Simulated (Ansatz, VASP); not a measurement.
# MgS in VASP and in Ansatz

Contents of INCAR:

```
SYSTEM = MgS
  PREC = Accurate
  ENCUT = 520
  EDIFF = 1E-8
  ISMEAR = -1
  SIGMA = 0.03
  LREAL = .False.
  LASPH = .True.
  NELM = 100
  ALGO = Normal
  ISIF = 2
  LWAVE = .False.
  LCHARG = .False.
  GGA = PS
  LEFG = .True.
  NBANDS = 11
```

KPOINTS

```
regular mesh
0
Gamma
  10 10 10
  0 0 0
```

Contents of POSCAR:

```
MgS
1.0
    0.0000000000      2.6016500000      2.6016500000
    2.6016500000      0.0000000000      2.6016500000
    2.6016500000      2.6016500000      0.0000000000
Mg S
1 1
Direct
    0.0000000000      0.0000000000      0.0000000000
    0.5000000000      0.5000000000      0.5000000000
```

Input for Ansatz:

```yaml
crystal:
  lattice:
    - [0.0, 2.60165, 2.60165]
    - [2.60165, 0.0, 2.60165]
    - [2.60165, 2.60165, 0.0]
  atoms:
    - { symbol: Mg, position: [0.0, 0.0, 0.0] }
    - { symbol: S, position: [0.5, 0.5, 0.5] }
kpoints:
  mp_grid: { grid: [10, 10, 10] }
  band_path:
    path:
      - [0.0, 0.0, 0.0]
      - [0.5, 0.0, 0.5]
      - [0.625, 0.25, 0.625]
      - [0.375, 0.375, 0.75]
      - [0.0, 0.0, 0.0]
      - [0.5, 0.5, 0.5]
      - [0.5, 0.25, 0.75]
      - [0.5, 0.0, 0.5]
    npoints: 5
scf:
  occupations: { method: fermi_dirac, width: 0.03 }
hamiltonian:
  xc: pbesol
  pseudopotentials: { kind: paw }
output:
  forces: true
  stress: true
  eigenvalues: true
  efg: { contact_densities: true }
```

Alike in both runs: task electric field gradients; functional PBEsol; k mesh 10 × 10 × 10; occupations fermi-dirac, width 0.03 eV; no spin polarisation.

|  | VASP | Ansatz |
| --- | --- | --- |
| version | VASP 6.6.1 | Ansatz 0.2.0 |
| potentials or method | VASP PAW PBE potentials, release 64 (Mg, S) | PAW with Ansatz's default frozen-core files, scalar-relativistic |
| plane-wave cutoff (eV) | 520 | 420 |
| valence electrons in the cell | 8 | 16 |

|  | VASP | Ansatz | Ansatz less VASP |
| --- | --- | --- | --- |
| gap on the k mesh at the Fermi level (eV) | 2.70 | 2.70 | -0.002 |
| pressure (GPa) | -1.1 | -0.9 | +0.20 |
| Vzz of the field gradient on the site that differs most (V/Å²) | 0.0 | 0.0 | 0.00 |

The two sets of potentials don't hold the same shells in valence.

Caveats: the PAW data sets were made with another functional, which shifts forces and pressure a little (VASP). A k mesh can miss the band edges. A hybrid or GW would open this gap; PBEsol tends to underestimate it.
